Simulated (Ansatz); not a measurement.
# CuAu3 under changes of volume

One of the cells (15.761 Å³/atom); the others are scaled copies at fixed shape and fractional positions:

```xyz
4
Lattice="3.9800 0.0000 0.0000 0.0000 3.9800 0.0000 0.0000 0.0000 3.9800" Properties=species:S:1:pos:R:3 pbc="T T T"
Au    1.9900    1.9900    0.0000
Au    1.9900    0.0000    1.9900
Au    0.0000    1.9900    1.9900
Cu    0.0000    0.0000    0.0000
```

- Program: Ansatz 0.2.0
- Functional: LDA
- Potentials or basis: Ansatz PAW
- Cutoff: 420 eV (not typed: the program's choice for these potentials)
- k mesh: 7 × 7 × 7
- Occupations: fermi-dirac, width 0.05 eV
- Spin: no spin polarisation

| volume (Å³/atom) | energy over the lowest point (meV/atom) | pressure (GPa) |
| --- | --- | --- |
| 14.816 | 7.13 | 6.0 |
| 15.131 | 0.00 | 1.4 |
| 15.446 | 1.18 | -2.5 |
| 15.761 | 9.63 | -5.9 |
| 16.076 | 24.39 | -8.9 |
| 16.392 | ? | ? |
| 16.707 | 69.69 | -13.7 |

Problem. What does the run at 16.392 Å³/atom give?

Solution. Energy over the lowest point 44.67 meV/atom; pressure -11.5 GPa.

Worked out: A Birch-Murnaghan fit of order 3 (a polynomial in V^(-2/3)) to the other rows has its minimum at 15.24 Å³/atom with B0 = V·E''(V) = 195 GPa and B' = 5.7. It gives 44.69 meV/atom at 16.392 Å³/atom, against the run's 44.67, and -dE/dV = -11.6 GPa, against -11.5.

Energies are extrapolated to zero smearing.

Caveats: the PAW data sets come from PBE, with cores solved anew for the run's functional, which leaves a small shift of forces and pressure.
